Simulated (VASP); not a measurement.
# BiS (Pm-3m) in VASP: reference runs

Reference runs on BiS: the cell as given.

Everything below comes from runs of VASP 6.6.1. Logs are shortened: lines on timing, memory, paths and dates and some standing lists are left out, and cuts for length are marked.

**1. Starting point**

The structure is cubic, space group Pm-3m (No. 221). Conventional cell: a = 4.003 Å, b = 4.003 Å, c = 4.003 Å, α = 90.00°, β = 90.00°, γ = 90.00°. Around Bi (site symmetry m-3m) lie 8 S at 3.47 Å. S (site symmetry m-3m) has 8 Bi at 3.47 Å as nearest neighbours.

The cell was built by a generator and needn't be a form met in nature.

**2. Single point, PBE**

INCAR

```
PREC = Accurate ; ENCUT = 520
EDIFF = 1E-7 ; ISMEAR = -1
SIGMA = 0.05 ; LREAL = F
LASPH = T ; NELM = 60
ALGO = Normal ; ISIF = 2
LWAVE = F ; LCHARG = F
GGA = PE ; NBANDS = 18
```

KPOINTS

```
Automatic mesh
0
Gamma
  7 7 7
```

POSCAR

```
BiS
1.0
    4.0029443400      0.0000000000      0.0000000000
    0.0000000000      4.0029443400      0.0000000000
    0.0000000000      0.0000000000      4.0029443400
Bi S
1 1
Direct
    0.5000000000      0.5000000000      0.5000000000
    0.0000000000      0.0000000000      0.0000000000
```

Potentials or basis: VASP PAW PBE potentials, release 64 (Bi_d, S).

The run is started by

```
$ cat potpaw_PBE.64/Bi_d/POTCAR potpaw_PBE.64/S/POTCAR > POTCAR
$ mpirun -np 1 vasp_std > vasp.out
```

OUTCAR:

```text
PREC = Accurate
   ENCUT = 520
   EDIFF = 1E-7
   ISMEAR = -1
   LREAL = F
   LASPH = T
   NELM = 60
   ISIF = 2
   GGA = PE

 ion  position               nearest neighbor table
   1  0.500  0.500  0.500-
   2  0.000  0.000  0.000-

  LATTYP: Found a simple cubic cell.
 ALAT       =     4.0029443400

  Lattice vectors:

 A1 = (   4.0029443400,   0.0000000000,   0.0000000000)
 A2 = (   0.0000000000,   4.0029443400,   0.0000000000)
 A3 = (   0.0000000000,   0.0000000000,   4.0029443400)

Analysis of symmetry for initial positions (statically):
=====================================================================
 Subroutine PRICEL returns:
 Original cell was already a primitive cell.

 Routine SETGRP: Setting up the symmetry group for a
 simple cubic supercell.

 Subroutine GETGRP returns: Found 48 space group operations
 (whereof 48 operations were pure point group operations)
 out of a pool of 48 trial point group operations.

The static configuration has the point symmetry O_h .

Analysis of symmetry for dynamics (positions and initial velocities):
=====================================================================
 Subroutine PRICEL returns:
 Original cell was already a primitive cell.

 Routine SETGRP: Setting up the symmetry group for a
 simple cubic supercell.

 Subroutine GETGRP returns: Found 48 space group operations
 (whereof 48 operations were pure point group operations)
 out of a pool of 48 trial point group operations.

The dynamic configuration has the point symmetry O_h .

 Subroutine INISYM returns: Found 48 space group operations
 (whereof 48 operations are pure point group operations),
 and found     1 'primitive' translations

----------------------------------------------------------------------------------------

                                     Primitive cell

  volume of cell :      64.1414

  direct lattice vectors                    reciprocal lattice vectors
     4.002944340  0.000000000  0.000000000     0.249816114  0.000000000  0.000000000
     0.000000000  4.002944340  0.000000000     0.000000000  0.249816114  0.000000000
     0.000000000  0.000000000  4.002944340     0.000000000  0.000000000  0.249816114

  length of vectors
     4.002944340  4.002944340  4.002944340     0.249816114  0.249816114  0.249816114

  position of ions in fractional coordinates (direct lattice)
     0.500000000  0.500000000  0.500000000
     0.000000000  0.000000000  0.000000000

  ion indices of the primitive-cell ions
   primitive index   ion index
                 1           1
                 2           2

----------------------------------------------------------------------------------------

 KPOINTS: Automatic mesh

Automatic generation of k-mesh.
 Grid dimensions read from file:
 generate k-points for:    7    7    7

 Generating k-lattice:

  Cartesian coordinates                     Fractional coordinates (reciprocal lattice)
     0.035688016  0.000000000  0.000000000     0.142857143  0.000000000  0.000000000
     0.000000000  0.035688016  0.000000000     0.000000000  0.142857143  0.000000000
     0.000000000  0.000000000  0.035688016     0.000000000  0.000000000  0.142857143

  Length of vectors
     0.035688016  0.035688016  0.035688016

  Shift w.r.t. Gamma in fractional coordinates (k-lattice)
     0.000000000  0.000000000  0.000000000

 Subroutine IBZKPT returns following result:
 ===========================================

 Found     20 irreducible k-points:

 Following reciprocal coordinates:
            Coordinates               Weight
  0.000000  0.000000  0.000000      1.000000
  0.142857  0.000000  0.000000      6.000000
  0.285714  0.000000  0.000000      6.000000
  0.428571  0.000000  0.000000      6.000000
  0.142857  0.142857  0.000000     12.000000
  0.285714  0.142857  0.000000     24.000000
[... 12 lines left out ...]
  0.428571  0.428571  0.285714     24.000000
  0.428571  0.428571  0.428571      8.000000
   k-points           NKPTS =     20   k-points in BZ     NKDIM =     20   number of bands    NBANDS=     18
   number of dos      NEDOS =    301   number of ions     NIONS =      2
   total plane-waves  NPLWV =  27000
   dimension x,y,z NGX =    30 NGY =   30 NGZ =   30
   dimension x,y,z NGXF=    60 NGYF=   60 NGZF=   60
   ions per type =               1   1
   NGX,Y,Z   is equivalent  to a cutoff of  12.46, 12.46, 12.46 a.u.
   NGXF,Y,Z  is equivalent  to a cutoff of  24.92, 24.92, 24.92 a.u.
 SYSTEM =  unknown system
   PREC   = accura    normal or accurate (medium, high low for compatibility)
   ISTART =      0    job   : 0-new  1-cont  2-samecut
   ICHARG =      2    charge: 1-file 2-atom 10-const
   ISPIN  =      1    spin polarized calculation?
   LNONCOLLINEAR =      F non collinear calculations
   LSORBIT =      F    spin-orbit coupling
   LASPH  =      T    aspherical Exc in radial PAW
   ENCUT  =  520.0 eV  38.22 Ry    6.18 a.u.   7.44  7.44  7.44*2*pi/ulx,y,z
   NELM   =     60;   NELMIN=  2; NELMDL= -5     # of ELM steps
   EDIFF  = 0.1E-06   stopping-criterion for ELM
   LREAL  =      F    real-space projection
   EDIFFG = 0.1E-05   stopping-criterion for IOM
   NSW    =      0    number of steps for IOM
   IBRION =     -1    ionic relax: 0-MD 1-quasi-New 2-CG
   NFREE  =      0    steps in history (QN), initial steepest desc. (CG)
   ISIF   =      2    stress and relaxation
   ISYM   =      2    0-nonsym 1-usesym 2-fastsym
   POTIM  = 0.5000    time-step for ionic-motion
   TEBEG  =    0.0;   TEEND  =   0.0 temperature during run
   PSTRESS=    0.0 pullay stress
   NELECT =      21.0000    total number of electrons
   NUPDOWN=      -1.0000    fix difference up-down
   EMIN   =  10.00;   EMAX   =-10.00  energy-range for DOS
   EFERMI =   0.00;   METHOD = LEGACY
   ISMEAR =    -1;   SIGMA  =   0.05  broadening in eV -4-tet -1-fermi 0-gaus
   EFERMI_NEDOS =   21; number of points for ismear=-14 and -15
   IALGO  =     38    algorithm
   IMIX   =      4    mixing-type and parameters
     AMIX     =   0.40;   BMIX     =  1.00
     AMIX_MAG =   1.60;   BMIX_MAG =  1.00
  volume/ion in A,a.u.               =      32.07       216.42
  Fermi-wavevector in a.u.,A,eV,Ry     =   1.128327  2.132229 17.321879  1.273122
  Thomas-Fermi vector in A             =   2.265017
   LORBIT       =      0    0 simple, 1 ext, 2 COOP (PROOUT), +10 PAW based schemes
   GGA     = PE    functional components
   LHFCALC =     F    Hartree Fock is set to
   AEXX    =    0.0000 exact exchange contribution
   IVDW    =     0    specifies the selected vdW correction
   LEPSILON=     F    determine dielectric tensor
   LRPA    =     F    only Hartree local field effects (RPA)
 non-spin polarized calculation
  energy-cutoff  :      520.00
  volume of cell :       64.14
 maximum number of plane-waves:      1751
 NGX is ok and might be reduce to    30
   NGX = 15   NGY = 15   NGZ = 15

 number of electron      21.0000014 magnetization

 Free energy of the ion-electron system (eV)
  ---------------------------------------------------
  ext. energy  EPLUGINS =         0.00000000
  ---------------------------------------------------
  free energy    TOTEN  =        -7.10821466 eV

  energy without entropy =       -7.09739276  energy(sigma->0) =       -7.10280371

 E-fermi :   4.4817     XC(G=0):  -9.1262

 val. band max:        4.4556655210   @ k =   0.2857   0.0000   0.0000
 cond. band min:       4.5818781048   @ k =   0.2857   0.1429   0.1429
 fundamental gap:      0.1262125837
 Fermi energy:         4.4817179488

 k-point     1 :       0.0000    0.0000    0.0000
  band No.  band energies     occupation
      1     -19.2668      2.00000
      2     -19.2668      2.00000
      3     -19.2219      2.00000
      4     -19.2219      2.00000
      5     -19.2219      2.00000
      6      -8.5930      2.00000
[... 10 lines left out ...]
     17      15.2199      0.00000
     18      15.2199      0.00000

 k-point     2 :       0.1429    0.0000    0.0000
  band No.  band energies     occupation
      1     -19.2667      2.00000
      2     -19.2609      2.00000
      3     -19.2235      2.00000
      4     -19.2235      2.00000
      5     -19.2218      2.00000
      6      -8.4638      2.00000
[... 10 lines left out ...]
     17      14.8859      0.00000
     18      14.8859      0.00000

 k-point     3 :       0.2857    0.0000    0.0000
  band No.  band energies     occupation
      1     -19.2663      2.00000
      2     -19.2477      2.00000
      3     -19.2270      2.00000
      4     -19.2270      2.00000
      5     -19.2215      2.00000
      6      -8.0990      2.00000
[... 10 lines left out ...]
     17      14.2849      0.00000
     18      14.8217      0.00000

 k-point     4 :       0.4286    0.0000    0.0000
  band No.  band energies     occupation
      1     -19.2659      2.00000
      2     -19.2371      2.00000
      3     -19.2298      2.00000
      4     -19.2298      2.00000
      5     -19.2213      2.00000
      6      -7.6107      2.00000
[... 291 lines left out ...]
      4     -19.2317      2.00000
      5     -19.2264      2.00000
      6      -7.2100      2.00000
[... 10 lines left out ...]
     17      15.6646      0.00000
     18      15.7538      0.00000

 k-point    19 :       0.4286    0.4286    0.2857
  band No.  band energies     occupation
      1     -19.2386      2.00000
      2     -19.2348      2.00000
      3     -19.2348      2.00000
      4     -19.2315      2.00000
      5     -19.2208      2.00000
      6      -7.1138      2.00000
[... 10 lines left out ...]
     17      15.3975      0.00000
     18      17.3879      0.00000

 k-point    20 :       0.4286    0.4286    0.4286
  band No.  band energies     occupation
      1     -19.2381      2.00000
      2     -19.2380      2.00000
      3     -19.2380      2.00000
      4     -19.2206      2.00000
      5     -19.2206      2.00000
      6      -7.0474      2.00000
[... 10 lines left out ...]
     17      17.3896      0.00000
     18      17.6236      0.00000

------------------------ aborting loop because EDIFF is reached ----------------------------------------

  FORCE on cell =-STRESS in cart. coord.  units (eV):
  Direction    XX          YY          ZZ          XY          YZ          ZX
  --------------------------------------------------------------------------------------
  -------------------------------------------------------------------------------------
  Total       -4.3969261     -4.3969261     -4.3969261     -0.0000000      0.0000000     -0.0000000
  in kB     -109.8300290   -109.8300290   -109.8300290     -0.0000000      0.0000000     -0.0000000
  external PRESSURE =    -109.8300290 kB  Pullay stress =       0.0000000 kB

 VOLUME and BASIS-vectors are now :
 -----------------------------------------------------------------------------
  energy-cutoff  :      520.00
  volume of cell :       64.14
      direct lattice vectors                 reciprocal lattice vectors
     4.002944340  0.000000000  0.000000000     0.249816114  0.000000000  0.000000000
     0.000000000  4.002944340  0.000000000     0.000000000  0.249816114  0.000000000
     0.000000000  0.000000000  4.002944340     0.000000000  0.000000000  0.249816114

 POSITION                                       TOTAL-FORCE (eV/Angst)
 -----------------------------------------------------------------------------------
      2.00147      2.00147      2.00147         0.000000      0.000000      0.000000
      0.00000      0.00000      0.00000         0.000000      0.000000      0.000000
 -----------------------------------------------------------------------------------
    total drift:                                0.000000      0.000000      0.000000

  FREE ENERGIE OF THE ION-ELECTRON SYSTEM (eV)
  ---------------------------------------------------
  free  energy   TOTEN  =        -7.1082146623 eV

  energy  without entropy=       -7.0973927560  energy(sigma->0) =       -7.10280371
```

Run time: 22 s. Hardware: 1 thread of Intel Xeon Platinum 8259CL at 2.50GHz (Skylake/Cascade Lake), shared host; peak memory 0.17 GiB.

What came out:

| Item | Value |
| --- | --- |
| Free energy | -7.1082 eV |
| Pressure | -11.0 GPa |
| Band gap on the k mesh | none (metal or under the smearing width) |

Caveat: spin-orbit coupling is left out, which moves the levels of the heavy elements.
